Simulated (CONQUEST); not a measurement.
Crystal: CdSe.

```xyz
4
Lattice="4.3420 0.0000 0.0000 0.0000 4.3420 0.0000 0.0000 0.0000 6.1405" Properties=species:S:1:pos:R:3 pbc="T T T"
Cd    0.0000    0.0000    0.0000
Cd    2.1710    2.1710    3.0703
Se    0.0000    2.1710    4.6054
Se    2.1710    0.0000    1.5351
```

Measurements of this composition are mostly on another form, of space group No. 186.

| Item | Value |
| --- | --- |
| Program | CONQUEST 1.3 |
| Task | single point |
| Functional | PBE |
| Potentials or basis | PseudoDojo NC PBE, SZ, grid cutoff 120 Ha |
| k mesh | 6 × 6 × 5 |
| Occupations | fermi-dirac, width 0.05 eV |
| Spin | no spin polarisation |

On this cell: pressure 7.2 GPa; largest force zero by symmetry; band gap on the k mesh none (metal or under the smearing width).

The same run follows on a disturbed copy (atoms moved at random, drawn with an rms of 0.05 Å):

```xyz
4
Lattice="4.3420 0.0000 0.0000 0.0000 4.3420 0.0000 0.0000 0.0000 6.1405" Properties=species:S:1:pos:R:3 pbc="T T T"
Cd    0.0212    4.3026    0.0083
Cd    2.1922    2.1315    3.0786
Se    2.1484    0.0349    1.5878
Se    4.3194    2.2059    4.6580
```

Q: What does the disturbed cell give?

A: The energy (extrapolated to zero smearing) moves by +16.8 meV/atom; pressure 7.4 GPa; largest force 0.708 eV/Å; band gap on the k mesh none (metal or under the smearing width).

Forces on the atoms (eV/Å):
```
Cd  -0.230  0.544  0.325
Cd  -0.230  0.544  0.325
Se   0.257 -0.570 -0.330
Se   0.257 -0.570 -0.330
```

The forces don't sum to zero, so they hold noise of the program's grid.

Caveats: the atomic basis is small; the box holds several primitive cells, so bands are folded and the points are those of the box's own zone; the basis of atomic orbitals isn't converged, which shifts pressures, moduli and gaps.
